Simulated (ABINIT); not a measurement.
# Quasiparticle gap of GaAs (F-43m) in ABINIT, part 2 of 3

Aim: the G0W0 gap of GaAs (F-43m) on PBE, step by step.

ABINIT 10.8.3; PBE and many-body steps on it, plane waves. Known limits of the many-body steps: not at the basis limit; screening runs away on this mesh; no spin-orbit coupling; coarse k mesh.

So far. Step 2 (Ground state): The gap is direct, at Γ.

### 3. Bands along the symmetry lines

Level of this step: DFT, PBE, plane waves, norm-conserving pseudopotentials (ABINIT).

The cheap functional maps the bands first; the places of the edges decide which points the dearer methods must see.

The input, run.abi:

```
acell 3*1.0 Angstrom
rprim 
  0.000000000000 2.826850000000 2.826850000000
  2.826850000000 0.000000000000 2.826850000000
  2.826850000000 2.826850000000 0.000000000000
ntypat 2
znucl 31 33
natom 2
typat 1 2
xred 
  0.000000000000 0.000000000000 0.000000000000
  0.250000000000 0.250000000000 0.250000000000
pp_dirpath "pseudos"
pseudos "Ga.upf, As.upf"
ecut 45
iscf -2
irdden 1
kptopt 0
nkpt 50
kpt 
  0.00000000 0.00000000 0.00000000
  -0.06250000 -0.06250000 0.00000000
  -0.12500000 -0.12500000 0.00000000
  -0.18750000 -0.18750000 0.00000000
  -0.25000000 -0.25000000 0.00000000
  -0.31250000 -0.31250000 0.00000000
  -0.37500000 -0.37500000 0.00000000
  -0.43750000 -0.43750000 0.00000000
  -0.50000000 -0.50000000 0.00000000
  -0.48437500 -0.48437500 0.03125000
  -0.46875000 -0.46875000 0.06250000
  -0.45312500 -0.45312500 0.09375000
  -0.43750000 -0.43750000 0.12500000
  -0.42187500 -0.42187500 0.15625000
  -0.40625000 -0.40625000 0.18750000
  -0.39062500 -0.39062500 0.21875000
  -0.37500000 -0.37500000 0.25000000
  -0.37500000 0.00000000 0.37500000
  -0.32812500 0.00000000 0.32812500
  -0.28125000 0.00000000 0.28125000
  -0.23437500 0.00000000 0.23437500
  -0.18750000 0.00000000 0.18750000
  -0.14062500 0.00000000 0.14062500
  -0.09375000 0.00000000 0.09375000
  -0.04687500 0.00000000 0.04687500
  0.00000000 0.00000000 0.00000000
  0.00000000 0.00000000 0.06250000
  0.00000000 0.00000000 0.12500000
  0.00000000 0.00000000 0.18750000
  0.00000000 0.00000000 0.25000000
  0.00000000 0.00000000 0.31250000
  0.00000000 0.00000000 0.37500000
  0.00000000 0.00000000 0.43750000
  -0.00000000 -0.00000000 0.50000000
  -0.06250000 -0.03125000 0.46875000
  -0.12500000 -0.06250000 0.43750000
  -0.18750000 -0.09375000 0.40625000
  -0.25000000 -0.12500000 0.37500000
  -0.31250000 -0.15625000 0.34375000
  -0.37500000 -0.18750000 0.31250000
  -0.43750000 -0.21875000 0.28125000
  -0.50000000 -0.25000000 0.25000000
  -0.50000000 -0.28125000 0.21875000
  -0.50000000 -0.31250000 0.18750000
  -0.50000000 -0.34375000 0.15625000
  -0.50000000 -0.37500000 0.12500000
  -0.50000000 -0.40625000 0.09375000
  -0.50000000 -0.43750000 0.06250000
  -0.50000000 -0.46875000 0.03125000
  -0.50000000 -0.50000000 0.00000000
istwfk *1
nband 32
nbdbuf 5
tolwfr 1e-07
nstep 50
prtwf 0
prtvol 0
indata_prefix "in"
outdata_prefix "out"
tmpdata_prefix "tmp"
```

On the command line:

```
$ OMP_NUM_THREADS=1 mpirun -n 4 abinit run.abi > log
```

Numbers of over 12 decimals in the logs are rounded to 6 here.

Output:

```text
.Version 10.8.3 of ABINIT. v10.8.2 released Aug 2026.

 Symmetries : space group F-4 3 m (#216); Bravais cF (face-center cubic)
[... echo of the input left out ...]
== DATASET  1 ==================================================================
-   mpi_nproc: 4, omp_nthreads: 1 (-1 if OMP is not activated)

--- !DatasetInfo
iteration_state: {dtset: 1, }
dimensions: {natom: 2, nkpt: 50, mband: 32, nsppol: 1, nspinor: 1, nspden: 1, mpw: 4477, }
cutoff_energies: {ecut:  45.0, pawecutdg:  -1.0, }
electrons: {nelect:   4.40000000E+01, charge:   0.00000000E+00, occopt:   1.00000000E+00, tsmear:   1.00000000E-02, }

 Real(R)+Recip(G) space primitive vectors, cartesian coordinates (Bohr,Bohr^-1):
 R(1)=  0.0000000  5.3419723  5.3419723  G(1)= -0.0935984  0.0935984  0.0935984
 R(2)=  5.3419723  0.0000000  5.3419723  G(2)=  0.0935984 -0.0935984  0.0935984
 R(3)=  5.3419723  5.3419723  0.0000000  G(3)=  0.0935984  0.0935984 -0.0935984
 Unit cell volume ucvol=  3.0488418E+02 bohr^3
 Angles (23,13,12)=  6.00000000E+01  6.00000000E+01  6.00000000E+01 degrees

 getcut: wavevector=  0.0000  0.0000  0.0000  ngfft=  48  48  48
         ecut(hartree)=     45.000   => boxcut(ratio)=   2.10404

--- Pseudopotential description ------------------------------------------------
- Ga Generated using ONCVPSP code by D. R. Hamann
- 31.00000  21.00000  171031                  znucl, zion, pspdat
12 -101130 2 -1 1902                          pspcod,pspxc,lmax,lloc,mmax
     nproj     2     2     2
  pspatm : epsatm=   21.85474337
         --- l  ekb(1:nproj) -->
             0    4.962806   -1.220223
             1   -5.679278   -1.350476
             2  -10.596651   -3.839775
 pspatm: atomic psp has been read  and splines computed

- As Generated using ONCVPSP code by D. R. Hamann
- 33.00000  23.00000  171031                  znucl, zion, pspdat
12 -101130 2 -1 1358                          pspcod,pspxc,lmax,lloc,mmax
     nproj     2     2     2
  pspatm : epsatm=   24.77333152
         --- l  ekb(1:nproj) -->
[...]
pspatm: atomic psp has been read  and splines computed

--------------------------------------------------------------------------------

================================================================================
 prteigrs : about to open file out_EIG
 Non-SCF case, kpt    1 (  0.00000  0.00000  0.00000), residuals and eigenvalues=
  3.85E-08  5.67E-08  2.06E-08  8.95E-08  5.15E-08  2.36E-08  8.08E-08  6.94E-08
  1.24E-08  2.23E-08  2.17E-08  3.35E-08  5.68E-08  7.37E-08  6.04E-08  8.64E-08
  1.32E-08  6.39E-08  3.05E-08  7.20E-08  3.07E-08  6.35E-08  6.15E-08  7.61E-08
[...]
-6.5841E+00 -5.0788E+00 -4.5024E+00 -4.5024E+00 -4.5024E+00 -3.2656E+00
 -3.2656E+00 -3.2656E+00 -1.0842E+00 -1.0842E+00 -1.0842E+00 -1.0838E+00
 -1.0838E+00 -3.3685E-01 -3.3685E-01 -3.3685E-01 -3.3402E-01 -3.3402E-01
[...]
6.3342E-01  6.3342E-01
 Non-SCF case, kpt    2 ( -0.06250 -0.06250  0.00000), residuals and eigenvalues=
[...]
6.3836E-01  6.5673E-01
 Non-SCF case, kpt    3 ( -0.12500 -0.12500  0.00000), residuals and eigenvalues=
[...]
6.5315E-01  6.8182E-01
[...]
Non-SCF case, kpt   49 ( -0.50000 -0.46875  0.03125), residuals and eigenvalues=
[...]
7.2819E-01  7.8062E-01
 Non-SCF case, kpt   50 ( -0.50000 -0.50000  0.00000), residuals and eigenvalues=
[...]
-1.6768E-01 -4.2359E-02  1.0989E-01  1.0989E-01  2.6225E-01  2.6928E-01
  5.8231E-01  5.8231E-01  6.1197E-01  6.9785E-01  7.0238E-01  7.0238E-01
  7.0613E-01  7.7420E-01

--- !ResultsGS
iteration_state: {dtset: 1, }
comment   : Summary of ground state results
lattice_vectors:
- [  0.0000000,   5.3419723,   5.3419723, ]
- [  5.3419723,   0.0000000,   5.3419723, ]
- [  5.3419723,   5.3419723,   0.0000000, ]
lattice_lengths: [   7.55469,    7.55469,    7.55469, ]
lattice_angles: [ 60.000,  60.000,  60.000, ] # degrees, (23, 13, 12)
lattice_volume:   3.0488418E+02
convergence: {deltae:  0.000E+00, res2:  0.000E+00, residm:  9.994E-08, diffor:  0.000E+00, }
etotal    :  -5.53587247E+02
entropy   :   0.00000000E+00
fermie    :   2.08235878E-01
cartesian_stress_tensor: null
pressure_GPa: null
xred      :
- [  0.0000E+00,   0.0000E+00,   0.0000E+00, Ga]
- [  2.5000E-01,   2.5000E-01,   2.5000E-01, As]
cartesian_forces: null
force_length_stats: {min: null, max: null, mean: null, }

 Integrated electronic density in atomic spheres:
 ------------------------------------------------
 Atom  Sphere_radius  Integrated_density
[...]
================================================================================

 ----iterations are completed or convergence reached----

 Mean square residual over all n,k,spin=   47.336E-09; max=  99.941E-09
 reduced coordinates (array xred) for    2 atoms
       0.000000000000      0.000000000000      0.000000000000
       0.250000000000      0.250000000000      0.250000000000

 cartesian coordinates (angstrom) at end:
    1      0.000000     0.000000     0.000000
    2      1.413425     1.413425     1.413425
 length scales=  1.889726125908  1.889726125908  1.889726125908 bohr
              =  1.000000000000  1.000000000000  1.000000000000 angstroms
 prteigrs : about to open file out_EIG
 Eigenvalues (hartree) for nkpt=  50  k points:
 kpt#   1, nband= 32, wtk=  1.00000, kpt=  0.0000  0.0000  0.0000 (reduced coord)
[...]
kpt#   2, nband= 32, wtk=  1.00000, kpt= -0.0625 -0.0625  0.0000 (reduced coord)
[...]
kpt#   3, nband= 32, wtk=  1.00000, kpt= -0.1250 -0.1250  0.0000 (reduced coord)
[...]
kpt#  49, nband= 32, wtk=  1.00000, kpt= -0.5000 -0.4687  0.0313 (reduced coord)
[...]
kpt#  50, nband= 32, wtk=  1.00000, kpt= -0.5000 -0.5000  0.0000 (reduced coord)
[...]
-0.33460   -0.33301   -0.16768   -0.04236    0.10989    0.10989    0.26225    0.26928
   0.58231    0.58231    0.61197    0.69785    0.70238    0.70238    0.70613    0.77420

== END DATASET(S) ==============================================================
================================================================================

 -outvars: echo values of variables after computation  --------
            nband          32
             nkpt          50
          spgroup         216
 [... the other variables as echoed above ...]

 Calculation completed.
```

Run time: 27 s. Hardware: 4 MPI ranks of Arm Neoverse V1, shared host; peak memory 0.37 GiB.

This step gave:

* gap: 0.5078 eV
* k of the valence top: 0, 0, 0
* k of the conduction bottom: 0, 0, 0
* least direct gap: 0.5078 eV

The gap is 0.508 eV, as in the run before at this level.

The electronic bands at the labelled points (eV, zero at the top of the highest filled band):

```
    point  band 19  band 20  band 21  band 22  band 23  band 24  band 25  band 26
        Γ   -12.73     0.00     0.00     0.00     0.51     3.74     3.74     3.74
  halfway   -11.80    -4.09    -1.69    -1.69     1.99     3.27     6.62     6.62
        X   -10.23    -6.82    -2.68    -2.68     1.47     1.66    10.18    10.18
  halfway   -10.22    -6.77    -3.20    -2.57     1.66     2.57     9.21     9.43
        U   -10.27    -6.63    -3.86    -2.26     1.97     4.64     7.96     8.07
jump to K   -10.27    -6.63    -3.86    -2.26     1.97     4.64     7.96     8.07
  halfway   -11.72    -4.56    -2.44    -0.68     2.68     4.77     4.81     5.65
        Γ   -12.73     0.00     0.00     0.00     0.51     3.74     3.74     3.74
  halfway   -12.04    -4.14    -0.68    -0.68     1.45     4.60     4.60     5.96
        L   -10.97    -6.64    -1.14    -1.14     1.00     4.65     4.65     7.76
  halfway   -10.63    -6.49    -3.22    -1.94     3.03     4.18     6.35     7.70
        W   -10.17    -6.63    -3.53    -3.34     4.62     4.73     5.42     6.05
  halfway   -10.20    -6.73    -3.14    -3.04     2.56     2.76     8.15     8.36
        X   -10.23    -6.82    -2.68    -2.68     1.47     1.66    10.18    10.18
```

The electronic bands as a text plot (rows in eV, shown from -8.0 to 6.5 only):

```
    6.2 |                  +++              +         ++ +++
    5.6 |    +              +++++++                  +  ++++
    5.0 |  ++                   +  ++      + ++   +++    ++
    4.4 |                 +      ++      ++++  +++++++++++++
    3.8 |++              +         ++++++++             +   +
    3.2 |  +++++        +                             ++
    2.6 |  +++  +++    +   ++++++++                  +       ++
    2.0 |     ++   ++ + +++        ++               +         +++
    1.4 | +     ++++++++             +  ++++++++  ++            +
    0.8 |+                            ++        ++
    0.2 |*                           ****
   -0.4 | ***                   ******   ****
   -1.0 | *  *                **   ***  *    ********
   -1.7 |     **           ***   **               ** **
   -2.3 |  **   ***     ***     *  **    **         *  *
   -2.9 |    *     *****      **           *         *  **   ****
   -3.5 |              ***  **   **                   *******
   -4.1 |     **          **                *
   -4.7 |                       *
   -5.3 |       **            **             **
   -5.9 |         *         **                 *
   -6.5 |          **  *****                    ***************
   -7.1 |            **                                        **
   -7.7 |
         Γ           X  U|K            Γ         L        W     X
```

### 4. Empty states on the mesh, 4×4×4 mesh, 364 bands

The sums over transitions need many empty states on a uniform mesh; this step solves for them.

The input, run.abi:

```
acell 3*1.0 Angstrom
rprim 
  0.000000000000 2.826850000000 2.826850000000
  2.826850000000 0.000000000000 2.826850000000
  2.826850000000 2.826850000000 0.000000000000
ntypat 2
znucl 31 33
natom 2
typat 1 2
xred 
  0.000000000000 0.000000000000 0.000000000000
  0.250000000000 0.250000000000 0.250000000000
pp_dirpath "pseudos"
pseudos "Ga.upf, As.upf"
ecut 45
ngkpt 4 4 4
nshiftk 1
shiftk 0 0 0
kptopt 1
chksymbreak 0
irdden 1
istwfk *1
nband 364
prtvol 0
optdriver 6
gwr_task "HDIAGO"
paral_kgb 0
occopt 1
indata_prefix "in"
outdata_prefix "out"
tmpdata_prefix "tmp"
```

Output:

```text
[banner, memory and clock lines left out]
.Version 10.8.3 of ABINIT. v10.8.2 released Aug 2026.

 Symmetries : space group F-4 3 m (#216); Bravais cF (face-center cubic)
[... echo of the input left out ...]
== DATASET  1 ==================================================================
-   mpi_nproc: 4, omp_nthreads: 1 (-1 if OMP is not activated)

--- !DatasetInfo
iteration_state: {dtset: 1, }
dimensions: {natom: 2, nkpt: 8, mband: 364, nsppol: 1, nspinor: 1, nspden: 1, mpw: 4477, }
cutoff_energies: {ecut:  45.0, pawecutdg:  -1.0, }
electrons: {nelect:   4.40000000E+01, charge:   0.00000000E+00, occopt:   1.00000000E+00, tsmear:   1.00000000E-02, }

.Using double precision arithmetic; gwpc =  8

- Reading GS density from: in_DEN

--- Pseudopotential description ------------------------------------------------
- Ga Generated using ONCVPSP code by D. R. Hamann
- 31.00000  21.00000  171031                  znucl, zion, pspdat
12 -101130 2 -1 1902                          pspcod,pspxc,lmax,lloc,mmax
     nproj     2     2     2
  pspatm : epsatm=   21.85474337
         --- l  ekb(1:nproj) -->
             0    4.962806   -1.220223
             1   -5.679278   -1.350476
             2  -10.596651   -3.839775
 pspatm: atomic psp has been read  and splines computed

- As Generated using ONCVPSP code by D. R. Hamann
- 33.00000  23.00000  171031                  znucl, zion, pspdat
12 -101130 2 -1 1358                          pspcod,pspxc,lmax,lloc,mmax
     nproj     2     2     2
  pspatm : epsatm=   24.77333152
         --- l  ekb(1:nproj) -->
             0    4.034276   -2.353825
             1   -6.723548   -2.113112
             2  -10.105298   -4.355719
 pspatm: atomic psp has been read  and splines computed

   2.05163530E+03                                ecore*ucvol(ha*bohr**3)

 Total charge density [el/Bohr^3]
)     Maximum=    7.1036E+00  at reduced coord.    0.2083    0.2708    0.3125
)     Minimum=    2.2576E-03  at reduced coord.    0.7500    0.7500    0.7500
   Integrated=    4.4000E+01

 === KS gaps after direct diagonalization ===
 Direct band gap semiconductor
 Fundamental gap:     0.508 (eV)
   VBM:     5.666 (eV) at k: [ 0.0000E+00,  0.0000E+00,  0.0000E+00]
   CBM:     6.174 (eV) at k: [ 0.0000E+00,  0.0000E+00,  0.0000E+00]
 Direct gap:         0.508 (eV) at k: [ 0.0000E+00,  0.0000E+00,  0.0000E+00]

== END DATASET(S) ==============================================================

 -outvars: echo values of variables after computation  --------
           etotal      0.0000000000E+00
            nband         364
             nkpt           8
          spgroup         216
 [... the other variables as echoed above ...]

 Calculation completed.
```

Elapsed: 2.2 min, on 4 MPI ranks; peak memory 4.5 GiB.

This step gave:

* gap: 0.5078 eV
* k of the valence top: 0, 0, 0
* k of the conduction bottom: 0, 0, 0
* least direct gap: 0.5078 eV
* k points computed: 8
* lowest point of the top converged band, above the valence top: 207.2448 eV

On this mesh the gap is 0.508 eV.

### 5. Screening, 4×4×4 mesh, 356 bands, screening to 359.2 eV

The RPA dielectric matrix is built and inverted for each q.

This step: RPA screening on PBE, plane waves, norm-conserving pseudopotentials.

run.abi: that of step 4 with these lines changed.

```diff
@@ -20,10 +20,11 @@
 chksymbreak 0
-irdden 1
 istwfk *1
-nband 364
-prtvol 0
-optdriver 6
-gwr_task "HDIAGO"
-paral_kgb 0
 occopt 1
+irdwfk 1
+optdriver 3
+nband 356
+ecuteps 13.2
+inclvkb 2
+awtr 1
+symchi 1
 indata_prefix "in"
```

Output:

```text
.Version 10.8.3 of ABINIT. v10.8.2 released Aug 2026.

 Symmetries : space group F-4 3 m (#216); Bravais cF (face-center cubic)
[... echo of the input left out ...]
== DATASET  1 ==================================================================
-   mpi_nproc: 4, omp_nthreads: 1 (-1 if OMP is not activated)

--- !DatasetInfo
iteration_state: {dtset: 1, }
dimensions: {natom: 2, nkpt: 8, mband: 356, nsppol: 1, nspinor: 1, nspden: 1, mpw: 4477, }
cutoff_energies: {ecut:  45.0, pawecutdg:  -1.0, }
electrons: {nelect:   4.40000000E+01, charge:   0.00000000E+00, occopt:   1.00000000E+00, tsmear:   1.00000000E-02, }

 SCREENING: Calculation of the susceptibility and dielectric matrices

 Based on a program developped by R.W. Godby, V. Olevano, G. Onida, and L. Reining.
 Incorporated in ABINIT by V. Olevano, G.-M. Rignanese, and M. Torrent.
.Using double precision arithmetic ; gwpc =  8

[... cell and pseudopotentials left out ...]
--------------------------------------------------------------------------------

 ==== K-mesh for the wavefunctions ====
 Number of points in the irreducible wedge :     8
[... list of points left out ...]
 Together with 24 symmetry operations and time-reversal symmetry
 yields    64 points in the full Brillouin Zone.

 ==== Q-mesh for the screening function ====
 Number of points in the irreducible wedge :     8
[... list of points left out ...]
 Together with 24 symmetry operations and time-reversal symmetry
 yields    64 points in the full Brillouin Zone.

 setmesh: FFT mesh size selected  =    36x   36x   36
          total number of points  =        46656

 vcoul_init : cutoff-mode = AUXILIARY_FUNCTION
 q-points for optical limit:   1
     1)      0.000010    0.000020    0.000030

- screening: taking advantage of time-reversal symmetry
- Maximum band index for partially occupied states nbvw = 22
- Remaining bands to be divided among processors   nbcw = 334
- Number of bands treated by each node ~83

 Number of electrons calculated from density =   44.0000; Expected =   44.0000
 average of density, n =  0.144317
 r_s =    1.1827
 omega_plasma =   36.6450 [eV]

 calculating chi0 at frequencies [eV] :
  1    0.000000E+00    0.000000E+00
  2    0.000000E+00    3.664498E+01

--------------------------------------------------------------------------------
  q-point number  1        q = ( 0.000000, 0.000000, 0.000000) [r.l.u.]
--------------------------------------------------------------------------------
[... chi0 elements left out ...]
 For q-point:  0.000010 0.000020 0.000030
  dielectric constant = 141.1300
  dielectric constant without local fields = 149.5828

  Average fulfillment of the sum rule on Im[epsilon] for q-point    1 :     68.24  [%]
[... wings left out ...]
  q-point number  2        q = ( 0.250000, 0.000000, 0.000000) [r.l.u.]
--------------------------------------------------------------------------------
[... chi0 elements left out ...]
  Average fulfillment of the sum rule on Im[epsilon] for q-point    2 :     75.76  [%]

 [... 6 further q-points ...]
```

Elapsed: 13 min, on 4 MPI ranks; peak memory 3.1 GiB; 50 min of CPU time.

Numbers from this step:

* ε∞ with local fields, on this mesh, along the program's q direction: 141.1
* the same without local fields: 149.6
* plasma frequency: 36.65 eV
* plane waves in the screening matrix: 725

Local fields lower ε∞ by 6 %. The value itself is an artefact of the mesh, where one narrow direct gap carries too much weight.

(Part 2 of 3 ends here.)

[Paths, hosts, dates, memory and timing lines, banners, echoed tables and standing remarks are left out of the program output.]

[Logs are printed without paths, hosts, clocks, repeated set-up lines and the standing remarks that a program may print on its own settings, such as how far it seeks lower states.]

[Runs of the session that timed out or met a known fault of the program may be left out.]

[Hosts, paths, dates, database ids (printed as entryN), source tags and the programs' standing remarks are cut or masked in the printed files.]

[G0W0 gaps are taken among the corrected bands and points alone; a level outside them can change the order at an edge.]

[Where Ansatz stands beside ABINIT at settings called matched, ABINIT's density can come from a denser mesh and the files from another edition; pairs whose starting gaps differed by over 0.03 eV were left out, so agreement reads better than it is.]
